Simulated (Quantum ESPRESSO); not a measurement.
Set up this calculation in Quantum ESPRESSO 7.5, as the native input.

```yaml
Task: band structure
Functional: PBEsol
Potentials_or_basis: GBRV 1.5 PBEsol
Cutoff: 762 eV
Density_cutoff: 6095 eV
k_mesh: 6 × 6 × 6
Occupations: fermi-dirac, width 0.05 eV
Spin: no spin polarisation
Mixing_beta: 0.5
Most_SCF_iterations: 120
SCF_threshold: 8e-10 Ry
```

In3Sb:

```
CELL_PARAMETERS angstrom
4.83696 0.00000 0.00000
0.00000 4.83696 0.00000
0.00000 0.00000 4.83696
ATOMIC_POSITIONS crystal
Sb 0.00000 0.00000 0.00000
In 0.00000 0.50000 0.50000
In 0.50000 0.00000 0.50000
In 0.50000 0.50000 0.00000
```

The cell comes from a database or a generator and needn't be the stable form of this composition.

The input as run:

pw.in

```
&CONTROL
  calculation = 'scf'
  prefix = 'pwscf'
  outdir = './tmp'
  pseudo_dir = './pseudo'
  tprnfor = .true.
  tstress = .true.
  disk_io = 'low'
/
&SYSTEM
  ibrav = 0
  nat = 4
  ntyp = 2
  ecutwfc = 56
  ecutrho = 448
  nbnd = 37
  occupations = 'smearing'
  smearing = 'fd'
  degauss = 0.00367493
/
&ELECTRONS
  conv_thr = 8d-10
  electron_maxstep = 120
  mixing_beta = 0.5
/
ATOMIC_SPECIES
Sb   121.7600 sb_pbesol_v1.4.uspp.F.UPF
In   114.8180 in_pbesol_v1.4.uspp.F.UPF
CELL_PARAMETERS angstrom
   4.8369620000    0.0000000000    0.0000000000
   0.0000000000    4.8369620000    0.0000000000
   0.0000000000    0.0000000000    4.8369620000
ATOMIC_POSITIONS crystal
Sb     0.0000000000    0.0000000000    0.0000000000
In     0.0000000000    0.5000000000    0.5000000000
In     0.5000000000    0.0000000000    0.5000000000
In     0.5000000000    0.5000000000    0.0000000000
K_POINTS automatic
6 6 6 0 0 0
```

bands.in

```
&CONTROL
  calculation = 'bands'
  prefix = 'pwscf'
  outdir = './tmp'
  pseudo_dir = './pseudo'
  disk_io = 'low'
  verbosity = 'high'
/
&SYSTEM
  ibrav = 0
  nat = 4
  ntyp = 2
  ecutwfc = 56
  ecutrho = 448
  nbnd = 37
  occupations = 'smearing'
  smearing = 'fd'
  degauss = 0.00367493
/
&ELECTRONS
  conv_thr = 1d-08
  electron_maxstep = 120
  mixing_beta = 0.5
  diago_full_acc = .true.
  startingwfc = 'random'
/
ATOMIC_SPECIES
Sb   121.7600 sb_pbesol_v1.4.uspp.F.UPF
In   114.8180 in_pbesol_v1.4.uspp.F.UPF
CELL_PARAMETERS angstrom
   4.8369620000    0.0000000000    0.0000000000
   0.0000000000    4.8369620000    0.0000000000
   0.0000000000    0.0000000000    4.8369620000
ATOMIC_POSITIONS crystal
Sb     0.0000000000    0.0000000000    0.0000000000
In     0.0000000000    0.5000000000    0.5000000000
In     0.5000000000    0.0000000000    0.5000000000
In     0.5000000000    0.5000000000    0.0000000000
K_POINTS crystal
60
 0.0000000000  0.0000000000  0.0000000000 1
 0.0000000000  0.0714285714  0.0000000000 1
 0.0000000000  0.1428571429  0.0000000000 1
 0.0000000000  0.2142857143  0.0000000000 1
 0.0000000000  0.2857142857  0.0000000000 1
 0.0000000000  0.3571428571  0.0000000000 1
 0.0000000000  0.4285714286  0.0000000000 1
 0.0000000000  0.5000000000  0.0000000000 1
 0.0714285714  0.5000000000  0.0000000000 1
 0.1428571429  0.5000000000  0.0000000000 1
 0.2142857143  0.5000000000  0.0000000000 1
 0.2857142857  0.5000000000  0.0000000000 1
 0.3571428571  0.5000000000  0.0000000000 1
 0.4285714286  0.5000000000  0.0000000000 1
 0.5000000000  0.5000000000  0.0000000000 1
 0.4545454545  0.4545454545  0.0000000000 1
 0.4090909091  0.4090909091  0.0000000000 1
 0.3636363636  0.3636363636  0.0000000000 1
 0.3181818182  0.3181818182  0.0000000000 1
 0.2727272727  0.2727272727  0.0000000000 1
 0.2272727273  0.2272727273  0.0000000000 1
 0.1818181818  0.1818181818  0.0000000000 1
 0.1363636364  0.1363636364  0.0000000000 1
 0.0909090909  0.0909090909  0.0000000000 1
 0.0454545455  0.0454545455  0.0000000000 1
 0.0000000000  0.0000000000  0.0000000000 1
 0.0357142857  0.0357142857  0.0357142857 1
 0.0714285714  0.0714285714  0.0714285714 1
 0.1071428571  0.1071428571  0.1071428571 1
 0.1428571429  0.1428571429  0.1428571429 1
 0.1785714286  0.1785714286  0.1785714286 1
 0.2142857143  0.2142857143  0.2142857143 1
 0.2500000000  0.2500000000  0.2500000000 1
 0.2857142857  0.2857142857  0.2857142857 1
 0.3214285714  0.3214285714  0.3214285714 1
 0.3571428571  0.3571428571  0.3571428571 1
 0.3928571429  0.3928571429  0.3928571429 1
 0.4285714286  0.4285714286  0.4285714286 1
 0.4642857143  0.4642857143  0.4642857143 1
 0.5000000000  0.5000000000  0.5000000000 1
 0.4545454545  0.5000000000  0.4545454545 1
 0.4090909091  0.5000000000  0.4090909091 1
 0.3636363636  0.5000000000  0.3636363636 1
 0.3181818182  0.5000000000  0.3181818182 1
 0.2727272727  0.5000000000  0.2727272727 1
 0.2272727273  0.5000000000  0.2272727273 1
 0.1818181818  0.5000000000  0.1818181818 1
 0.1363636364  0.5000000000  0.1363636364 1
 0.0909090909  0.5000000000  0.0909090909 1
 0.0454545455  0.5000000000  0.0454545455 1
 0.0000000000  0.5000000000  0.0000000000 1
 0.5000000000  0.5000000000  0.0000000000 1
 0.5000000000  0.5000000000  0.0625000000 1
 0.5000000000  0.5000000000  0.1250000000 1
 0.5000000000  0.5000000000  0.1875000000 1
 0.5000000000  0.5000000000  0.2500000000 1
 0.5000000000  0.5000000000  0.3125000000 1
 0.5000000000  0.5000000000  0.3750000000 1
 0.5000000000  0.5000000000  0.4375000000 1
 0.5000000000  0.5000000000  0.5000000000 1
```

Potentials or basis: GBRV 1.5 PBEsol.

Run with:

```bash
$ OMP_NUM_THREADS=1 mpirun -n 2 pw.x -nk 2 -in pw.in > pw.out
$ OMP_NUM_THREADS=1 mpirun -n 2 pw.x -nk 2 -in bands.in > bands.out
```

Results of the run:

```yaml
Pressure: -2.7 GPa
Band_gap_on_the_k_mesh: none (metal or under the smearing width)
```

Caveat: spin-orbit coupling is left out, which moves the levels of the heavy elements.

It took 83 s on 2 MPI ranks on Intel(R) Xeon(R) 6975P-C (Granite Rapids), with other jobs on the host, peak memory 0.64 GiB a rank.
